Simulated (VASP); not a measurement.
# TaS2: single point with r2SCAN

TaS2:

```
Ta S
1.0
     3.35000    0.00000    0.00000
    -1.67500    2.90119    0.00000
     0.00000    0.00000    5.86000
Ta S
1 2
Direct
  0.00000 0.00000 0.00000
  0.33333 0.66667 0.25000
  0.66667 0.33333 0.75000
```

```yaml
Program: VASP 6.6.1
Task: single point
Functional: r2SCAN
Potentials_or_basis: VASP PAW PBE potentials, release 64 (Ta_pv, S)
Cutoff: 520 eV
k_mesh: 7 × 7 × 3
Occupations: gaussian, width 0.05 eV
Spin: collinear spin, random start
Starting_moments: "[0.48, 0.0, 0.0] μB"
```

```json
{
 "Pressure": "7.9 GPa",
 "Largest force": "0.998 eV/Å",
 "Band gap on the k mesh": "none (metal or under the smearing width)",
 "Net moment": "0.10 μB per cell",
 "Site moments": "Ta +0.08; S -0.00 μB",
 "Valence electrons inside the program's atomic spheres": "Ta 8.89; S 3.78"
}
```

Forces on the atoms (eV/Å):
```
Ta   0.000  0.000  0.000
S    0.000  0.000  0.998
S    0.000  0.000 -0.998
```

Stress tensor (GPa, compression positive):
```
7.16 0.00 0.00
0.00 7.16 0.00
0.00 0.00 9.26
```

Levels at points of the mesh, in eV from the Fermi level:
Spin up:
| k point | band 10 | band 11 | band 12 | band 13 | band 14 | band 15 |
| --- | --- | --- | --- | --- | --- | --- |
| (0.00, 0.00, 0.00) | -1.05 | -1.05 | -0.09 | -0.09 | 0.26 | 4.15 |
Spin down:
```
           k point  band 8  band 9  band 10  band 11  band 12  band 13  band 14  band 15
(0.00, 0.00, 0.00)   -4.65   -1.62    -1.06    -1.06     0.06     0.06     0.32     4.16
```

Run time: 2.4 min on 1 thread of Intel(R) Xeon(R) Platinum 8259CL CPU @ 2.50GHz (Skylake/Cascade Lake) (shared host), peak memory 0.24 GiB.

Caveat: the PAW data sets were made with another functional, which shifts forces and pressure a little. The run has no spin-orbit coupling, so splittings on Ta are missing.
